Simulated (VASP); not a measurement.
Here is a VASP 6.6.1 calculation.

Contents of INCAR:

```
SYSTEM = Ag
ALGO     = Normal         ! electronic algorithm
EDIFF    = 1E-6           ! SCF threshold, eV
EDIFFG   = -0.03          ! ionic threshold
ENCUT    = 600            ! plane-wave cutoff, eV
GGA      = PE             ! functional
IBRION   = 2              ! ionic algorithm
ISIF     = 3              ! what is computed and relaxed
ISMEAR   = 0              ! smearing method
LASPH    = .TRUE.         ! aspherical terms in the spheres
LCHARG   = .FALSE.        ! write CHGCAR
LREAL    = .FALSE.        ! projectors in reciprocal space
LWAVE    = .FALSE.        ! write WAVECAR
NELM     = 80             ! most SCF steps
NSW      = 80             ! ionic steps
PREC     = Accurate       ! precision mode
SIGMA    = 0.05           ! smearing width, eV
```

Contents of KPOINTS:

```
k-points
0
G
  8 8 4
  0 0 0
```

File POSCAR:

```
Ag
1.0
    2.8918669462      0.0000000000      0.0000000000
   -1.4459334731      2.5044302398      0.0000000000
    0.0000000000      0.0000000000      4.7233826788
Ag
2
Direct
    0.3333333333      0.6666666667      0.7500000000
    0.6666666667      0.3333333333      0.2500000000
```

Potentials or basis: VASP PAW PBE potentials, release 64 (Ag).

Command:

```sh
$ cat potpaw_PBE.64/Ag/POTCAR > POTCAR
$ mpirun -np 1 vasp_std > vasp.out
```

Problem. Estimate the space group after relaxing (to 0.05 Å).

Solution. P6_3/mmc (No. 194).

Problem. What does it give for the band gap on the k mesh?

Solution. None (metal or under the smearing width).

Problem. What does it give for the relaxed volume?

Solution. 17.91 Å³/atom.

The path:
```csv
step,energy change (eV),largest force (eV/Å),pressure (GPa),volume (Å³)
1,0.0000,0.0000,4.83,34.21
2,-0.0172,0.0000,-2.21,36.83
3,-0.0240,0.0000,-0.05,35.87
4,-0.0240,0.0000,0.00,35.83
5,-0.0243,0.0000,0.09,35.82
```
